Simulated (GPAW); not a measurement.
# Si2W in GPAW: the effect of functional

Si2W:

```
CELL_PARAMETERS angstrom
-1.60690 1.60690 3.91495
1.60690 -1.60690 3.91495
1.60690 1.60690 -3.91495
ATOMIC_POSITIONS crystal
W 0.00000 0.00000 0.00000
Si 0.66530 0.66530 0.00000
Si 0.33470 0.33470 0.00000
```

Alike in all runs:

```yaml
Program: GPAW 26.7.0
Task: phonons
Cutoff: 510 eV
Basis: pw
k_mesh: 7 × 7 × 7
Occupations: fermi-dirac, width 0.05 eV
Spin: no spin polarisation
```

Each run relaxes the cell or the atoms first.

```tsv
functional	potentials or basis	relaxed volume (Å³/atom)	highest phonon frequency (cm⁻¹)
LDA	the program's PAW data sets (release 1.2.1) made for this functional	?	?
PBEsol	PAW data sets generated in the run's folder for this functional	13.40	456
PBE	GPAW PAW data sets (gpaw-data 1.2.1)	13.71	444
r2SCAN	GPAW PAW data sets (gpaw-data 1.2.1)	13.48	460
```

**Question.** What does the run with functional LDA give?

**Answer.** Relaxed volume 13.17 Å³/atom; highest phonon frequency 459 cm⁻¹.

Caveats: all runs use coarse meshes; the cutoff is short for stress and forces, so pressures can be off by a GPa or more; the PAW data sets were made with another functional, which shifts forces and pressure a little (some runs).
